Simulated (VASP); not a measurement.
# AlN (P6_3mc) in VASP: a series of runs

One crystal, AlN, is run at these levels: LDA; tasks: relaxation of cell and atoms.

Program: VASP 6.6.1. These are calculated values, not measurements. Logs are shortened: lines on timing, memory, paths and dates and some standing lists are left out, and cuts for length are marked.

### Step 1. The crystal as given

The structure is hexagonal, space group P6_3mc (No. 186). Conventional cell: a = 3.113 Å, b = 3.113 Å, c = 4.981 Å, α = 90.00°, β = 90.00°, γ = 120.00°. Al (site symmetry 3m) has 4 N at 1.89 Å as nearest neighbours. N (site symmetry 3m) is surrounded by 4 Al at 1.89 Å.

### Step 2. Relaxation of cell and atoms, LDA

INCAR

```
SYSTEM = AlN
ALGO = Normal
EDIFF = 1E-7
EDIFFG = -0.002
ENCUT = 520
GGA = CA
IBRION = 2
ISIF = 3
ISMEAR = 0
LASPH = .True.
LCHARG = .False.
LREAL = .False.
LWAVE = .False.
NELM = 100
NSW = 80
PREC = Accurate
SIGMA = 0.02
```

KPOINTS

```
k-points
0
Gamma
  12 12 6
  0 0 0
```

POSCAR

```
AlN
1.0
    3.1130000000      0.0000000000      0.0000000000
   -1.5565000000      2.6959370800      0.0000000000
    0.0000000000      0.0000000000      4.9810000000
Al N
2 2
Direct
    0.3333333300      0.6666666700      0.0000000000
    0.6666666700      0.3333333300      0.5000000000
    0.3333333300      0.6666666700      0.3800000000
    0.6666666700      0.3333333300      0.8800000000
```

Potentials or basis: VASP PAW LDA potentials, release 64 (Al, N).

Run with:

```
cat potpaw_LDA.64/Al/POTCAR potpaw_LDA.64/N/POTCAR > POTCAR
mpirun -np 1 vasp_std > vasp.out
```

OUTCAR:

```text
SYSTEM = AlN
   EDIFF = 1E-7
   EDIFFG = -0.002
   ENCUT = 520
   GGA = CA
   IBRION = 2
   ISIF = 3
   ISMEAR = 0
   LASPH = .True.
   LREAL = .False.
   NELM = 100
   NSW = 80
   PREC = Accurate

 ion  position               nearest neighbor table
   1  0.333  0.667  0.000-   3 1.89   4 1.89   4 1.89   4 1.89   2 3.07   2 3.07   2 3.07   2 3.07
                             2 3.07   2 3.07
   2  0.667  0.333  0.500-   4 1.89   3 1.89   3 1.89   3 1.89   1 3.07   1 3.07   1 3.07   1 3.07
                             1 3.07   1 3.07
   3  0.333  0.667  0.380-   1 1.89   2 1.89   2 1.89   2 1.89
   4  0.667  0.333  0.880-   2 1.89   1 1.89   1 1.89   1 1.89

  LATTYP: Found a hexagonal cell.
 ALAT       =     3.1130000000
 C/A-ratio  =     1.6000642467

  Lattice vectors:

 A1 = (   3.1130000000,   0.0000000000,   0.0000000000)
 A2 = (  -1.5565000000,   2.6959370800,   0.0000000000)
 A3 = (   0.0000000000,   0.0000000000,   4.9810000000)

Analysis of symmetry for initial positions (statically):
=====================================================================
 Subroutine PRICEL returns:
 Original cell was already a primitive cell.

 Routine SETGRP: Setting up the symmetry group for a
 hexagonal supercell.

 Subroutine GETGRP returns: Found 12 space group operations
 (whereof  6 operations were pure point group operations)
 out of a pool of 24 trial point group operations.

The static configuration has the point symmetry C_3v.
 The point group associated with its full space group is C_6v.

Analysis of symmetry for dynamics (positions and initial velocities):
=====================================================================
 Subroutine PRICEL returns:
 Original cell was already a primitive cell.

 Routine SETGRP: Setting up the symmetry group for a
 hexagonal supercell.

 Subroutine GETGRP returns: Found 12 space group operations
 (whereof  6 operations were pure point group operations)
 out of a pool of 24 trial point group operations.

The dynamic configuration has the point symmetry C_3v.
 The point group associated with its full space group is C_6v.

 Subroutine INISYM returns: Found 12 space group operations
 (whereof  6 operations are pure point group operations),
 and found     1 'primitive' translations

----------------------------------------------------------------------------------------

                                     Primitive cell

  volume of cell :      41.8028

  direct lattice vectors                    reciprocal lattice vectors
     3.113000000  0.000000000  0.000000000     0.321233537  0.185464269  0.000000000
    -1.556500000  2.695937080  0.000000000     0.000000000  0.370928538  0.000000000
     0.000000000  0.000000000  4.981000000     0.000000000  0.000000000  0.200762899

  length of vectors
     3.113000000  3.112999998  4.981000000     0.370928538  0.370928538  0.200762899

  position of ions in fractional coordinates (direct lattice)
     0.333333330  0.666666670  0.000000000
     0.666666670  0.333333330  0.500000000
     0.333333330  0.666666670  0.380000000
     0.666666670  0.333333330  0.880000000

  ion indices of the primitive-cell ions
   primitive index   ion index
                 1           1
                 2           2
                 3           3
                 4           4

----------------------------------------------------------------------------------------

 KPOINTS: k-points

Automatic generation of k-mesh.
 Grid dimensions read from file:
 generate k-points for:   12   12    6

 Generating k-lattice:

  Cartesian coordinates                     Fractional coordinates (reciprocal lattice)
     0.026769461  0.015455356  0.000000000     0.083333333 -0.000000000  0.000000000
     0.000000000  0.030910712  0.000000000     0.000000000  0.083333333  0.000000000
     0.000000000  0.000000000  0.033460483     0.000000000  0.000000000  0.166666667

  Length of vectors
     0.030910711  0.030910712  0.033460483

  Shift w.r.t. Gamma in fractional coordinates (k-lattice)
     0.000000000  0.000000000  0.000000000

 Subroutine IBZKPT returns following result:
 ===========================================

 Found     76 irreducible k-points:

 Following reciprocal coordinates:
            Coordinates               Weight
  0.000000  0.000000  0.000000      1.000000
  0.083333  0.000000  0.000000      6.000000
  0.166667  0.000000  0.000000      6.000000
  0.250000  0.000000  0.000000      6.000000
  0.333333  0.000000  0.000000      6.000000
  0.416667  0.000000  0.000000      6.000000
[... 16 lines left out ...]
  0.250000  0.000000  0.166667     12.000000
  0.333333  0.000000  0.166667     12.000000
 [... further k-points ...]
   k-points           NKPTS =     76   k-points in BZ     NKDIM =     76   number of bands    NBANDS=     12
   number of dos      NEDOS =    301   number of ions     NIONS =      4
   total plane-waves  NPLWV =  23040
   dimension x,y,z NGX =    24 NGY =   24 NGZ =   40
   dimension x,y,z NGXF=    48 NGYF=   48 NGZF=   80
   ions per type =               2   2
   NGX,Y,Z   is equivalent  to a cutoff of  12.82, 12.82, 13.35 a.u.
   NGXF,Y,Z  is equivalent  to a cutoff of  25.63, 25.63, 26.70 a.u.
 SYSTEM =  AlN
   PREC   = accura    normal or accurate (medium, high low for compatibility)
   ISTART =      0    job   : 0-new  1-cont  2-samecut
   ICHARG =      2    charge: 1-file 2-atom 10-const
   ISPIN  =      1    spin polarized calculation?
   LNONCOLLINEAR =      F non collinear calculations
   LSORBIT =      F    spin-orbit coupling
   LASPH  =      T    aspherical Exc in radial PAW
   ENCUT  =  520.0 eV  38.22 Ry    6.18 a.u.   5.79  5.79  9.26*2*pi/ulx,y,z
   NELM   =    100;   NELMIN=  2; NELMDL= -5     # of ELM steps
   EDIFF  = 0.1E-06   stopping-criterion for ELM
   LREAL  =      F    real-space projection
   EDIFFG = -.2E-02   stopping-criterion for IOM
   NSW    =     80    number of steps for IOM
   IBRION =      2    ionic relax: 0-MD 1-quasi-New 2-CG
   NFREE  =      1    steps in history (QN), initial steepest desc. (CG)
   ISIF   =      3    stress and relaxation
   ISYM   =      2    0-nonsym 1-usesym 2-fastsym
   POTIM  = 0.5000    time-step for ionic-motion
   TEBEG  =    0.0;   TEEND  =   0.0 temperature during run
   PSTRESS=    0.0 pullay stress
   NELECT =      16.0000    total number of electrons
   NUPDOWN=      -1.0000    fix difference up-down
   EMIN   =  10.00;   EMAX   =-10.00  energy-range for DOS
   EFERMI =   0.00;   METHOD = LEGACY
   ISMEAR =     0;   SIGMA  =   0.02  broadening in eV -4-tet -1-fermi 0-gaus
   EFERMI_NEDOS =   21; number of points for ismear=-14 and -15
   IALGO  =     38    algorithm
   IMIX   =      4    mixing-type and parameters
     AMIX     =   0.40;   BMIX     =  1.00
     AMIX_MAG =   1.60;   BMIX_MAG =  1.00
  volume/ion in A,a.u.               =      10.45        70.52
  Fermi-wavevector in a.u.,A,eV,Ry     =   1.188629  2.246183 19.222843  1.412839
  Thomas-Fermi vector in A             =   2.324754
   LORBIT       =      0    0 simple, 1 ext, 2 COOP (PROOUT), +10 PAW based schemes
   GGA     = CA    functional components
   LHFCALC =     F    Hartree Fock is set to
   AEXX    =    0.0000 exact exchange contribution
   IVDW    =     0    specifies the selected vdW correction
   LEPSILON=     F    determine dielectric tensor
   LRPA    =     F    only Hartree local field effects (RPA)
 conjugate gradient relaxation of ions
 non-spin polarized calculation
 Gauss-broadening in eV      SIGMA  =   0.02
  energy-cutoff  :      520.00
  volume of cell :       41.80
 maximum number of plane-waves:      1152
 NGX is ok and might be reduce to    24
   NGX = 11   NGY = 11   NGZ = 19

--------------------------------------- Ionic step        1  -------------------------------------------

 number of electron      16.0000000 magnetization

 Free energy of the ion-electron system (eV)
  ---------------------------------------------------
  ext. energy  EPLUGINS =         0.00000000
  ---------------------------------------------------
  free energy    TOTEN  =       -32.82975060 eV

  energy without entropy =      -32.82975060  energy(sigma->0) =      -32.82975060

------------------------ aborting loop because EDIFF is reached ----------------------------------------

  FORCE on cell =-STRESS in cart. coord.  units (eV):
  Direction    XX          YY          ZZ          XY          YZ          ZX
  --------------------------------------------------------------------------------------
  -------------------------------------------------------------------------------------
  Total       -1.2153156     -1.2153156     -0.7690111      0.0000000      0.0000000      0.0000000
  in kB      -46.5794385    -46.5794384    -29.4739100      0.0000000      0.0000000      0.0000000
  external PRESSURE =     -40.8775956 kB  Pullay stress =       0.0000000 kB
[... 251 lines left out ...]
  energy  without entropy=      -32.8418067730  energy(sigma->0) =      -32.84180677

--------------------------------------- Ionic step        8  -------------------------------------------

 number of electron      15.9999997 magnetization

 Free energy of the ion-electron system (eV)
  ---------------------------------------------------
  ext. energy  EPLUGINS =         0.00000000
  ---------------------------------------------------
  free energy    TOTEN  =       -32.84181754 eV

  energy without entropy =      -32.84181754  energy(sigma->0) =      -32.84181754

 E-fermi :   6.1889     XC(G=0): -11.3299

 val. band max:        6.0845062297   @ k =   0.0000   0.0000   0.0000
 cond. band min:      10.4812564850   @ k =   0.0000   0.0000   0.0000
 fundamental gap:      4.3967502553
 Fermi energy:         6.1888808135

 k-point     1 :       0.0000    0.0000    0.0000
  band No.  band energies     occupation
      1      -9.0696      2.00000
      2      -6.7857      2.00000
      3      -0.0555      2.00000
      4       5.1966      2.00000
      5       5.1966      2.00000
      6       5.8573      2.00000
      7       5.8573      2.00000
      8       6.0845      2.00000
      9      10.4813      0.00000
     10      12.7886      0.00000
     11      16.7156      0.00000
     12      17.1604      0.00000
[... 331 lines left out ...]
 k-point    24 :       0.3333    0.0000    0.1667
  band No.  band energies     occupation
      1      -7.6758      2.00000
      2      -6.3517      2.00000
      3       1.0620      2.00000
      4       2.0744      2.00000
      5       2.6724      2.00000
      6       4.2645      2.00000
      7       5.2712      2.00000
      8       5.4082      2.00000
      9      11.9034      0.00000
     10      12.6721      0.00000
     11      14.6212      0.00000
     12      16.2392      0.00000

 [... further k-points ...]
[... 5 lines left out ...]
  --------------------------------------------------------------------------------------
  -------------------------------------------------------------------------------------
  Total       -0.0009363     -0.0009363      0.0031379      0.0000000      0.0000000      0.0000000
  in kB       -0.0366174     -0.0366174      0.1227208      0.0000000      0.0000000      0.0000000
  external PRESSURE =       0.0164954 kB  Pullay stress =       0.0000000 kB
[... 19 lines left out ...]
  FREE ENERGIE OF THE ION-ELECTRON SYSTEM (eV)
  ---------------------------------------------------
  free  energy   TOTEN  =       -32.8418175368 eV

  energy  without entropy=      -32.8418175368  energy(sigma->0) =      -32.84181754

 reached required accuracy - stopping structural energy minimisation
```

Run time: 4 min. Hardware: 1 thread of AMD EPYC 7R13 (Zen 3), shared host; peak memory 0.13 GiB.

What came out:

```yaml
Free_energy: -32.8418 eV
Relaxed_volume: 10.24 Å³/atom
Relaxed_cell: a = 3.092 Å, b = 3.092 Å, c = 4.948 Å, α = 90.00°, β = 90.00°, γ = 120.00°
Space_group_after_relaxing_to_0.05_Å: P6_3mc (No. 186)
Energy_gained_by_relaxing: 3.0 meV/atom
Ionic_steps: 8
Pressure_after_relaxing: 0.0 GPa
Band_gap_on_the_k_mesh: 4.40 eV, direct
```

Step by step:
| step | energy change (eV) | largest force (eV/Å) | pressure (GPa) | volume (Å³) |
| --- | --- | --- | --- | --- |
| 1 | 0.0000 | 0.1193 | -4.09 | 41.80 |
| 2 | -0.0010 | 0.0856 | 4.16 | 40.21 |
| 3 | -0.0119 | 0.0192 | -0.02 | 40.98 |
| 4 | -0.0119 | 0.0172 | 0.07 | 40.96 |
| 5 | -0.0120 | 0.0113 | 0.09 | 40.95 |
| 6 | -0.0121 | 0.0057 | 0.10 | 40.95 |
| 7 | -0.0121 | 0.0071 | -0.11 | 40.99 |
| 8 | -0.0121 | 0.0003 | 0.00 | 40.97 |

Final structure:
```
Al N
1.0
     3.09182    0.00000    0.00000
    -1.54591    2.67759    0.00000
     0.00000    0.00000    4.94843
Al N
2 2
Direct
  0.33333 0.66667 0.99902
  0.66667 0.33333 0.49902
  0.33333 0.66667 0.38098
  0.66667 0.33333 0.88098
```

Levels at points of the mesh, in eV from the valence-band top:
```csv
k point,band 6,band 7,band 8,band 9,band 10,band 11
"(0.00, 0.00, 0.00)",-0.23,-0.23,0.00,4.40,6.70,10.63
"(0.50, 0.00, 0.00)",-2.14,-1.84,-0.71,5.72,5.72,8.24
"(0.00, 0.00, 0.50)",-0.57,-0.57,-0.57,6.58,6.58,10.30
"(0.50, 0.00, 0.50)",-1.51,-1.40,-1.40,5.25,5.25,9.19
```

A k mesh can miss the band edges. LDA usually gives volumes a few per cent too small.

### Step 3. Relaxation of cell and atoms, LDA

This run uses another cell than the first one, of 10.24 Å³/atom, 0.980 times its volume.

INCAR is that of step 2.

KPOINTS is that of step 2.

POSCAR

```
AlN                                     
1.0
    3.0918179790     -0.0000000000      0.0000000000
   -1.5459089895      2.6775929117     -0.0000000000
   -0.0000000000     -0.0000000000      4.9484331140
  Al              N             
     2     2
Direct
     0.3333333300000021    0.6666666699999979    0.9990168622772840
     0.6666666699999979    0.3333333300000021    0.4990168622772841
     0.3333333300000021    0.6666666699999979    0.3809831377227185
     0.6666666699999979    0.3333333300000021    0.8809831377227185
```

Potentials or basis: VASP PAW LDA potentials, release 64 (Al, N).

Run with:

```
cat potpaw_LDA.64/Al/POTCAR potpaw_LDA.64/N/POTCAR > POTCAR
mpirun -np 1 vasp_std > vasp.out
```

Wall time 87 s (1 thread of AMD EPYC 7R13 (Zen 3), shared host); peak memory 0.13 GiB.

The run converged. Its results:

```yaml
Free_energy: -32.8414 eV
Pressure_after_relaxing: 0.0 GPa
Band_gap_on_the_k_mesh: 4.40 eV, direct
```

Final structure:
```xyz
4
Lattice="3.0918 0.0000 0.0000 -1.5459 2.6776 0.0000 0.0000 0.0000 4.9484" Properties=species:S:1:pos:R:3 pbc="T T T"
Al    0.0000    1.7851    4.9436
Al    1.5459    0.8925    2.4694
N     0.0000    1.7851    1.8853
N     1.5459    0.8925    4.3595
```

Levels at points of the mesh, in eV from the valence-band top:
```
           k point  band 5  band 6  band 7  band 8  band 9  band 10  band 11  band 12
(0.00, 0.00, 0.00)   -0.89   -0.23   -0.23    0.00    4.40     6.70    10.63    11.08
(0.50, 0.00, 0.00)   -3.43   -2.14   -1.84   -0.71    5.72     5.72     8.24    10.27
(0.00, 0.00, 0.50)   -0.57   -0.57   -0.57   -0.57    6.58     6.58    10.30    10.30
(0.50, 0.00, 0.50)   -1.51   -1.51   -1.40   -1.40    5.25     5.25     9.19     9.19
```

Caveat: the relaxation stopped at its first step, so nothing moved. A k mesh can miss the band edges.
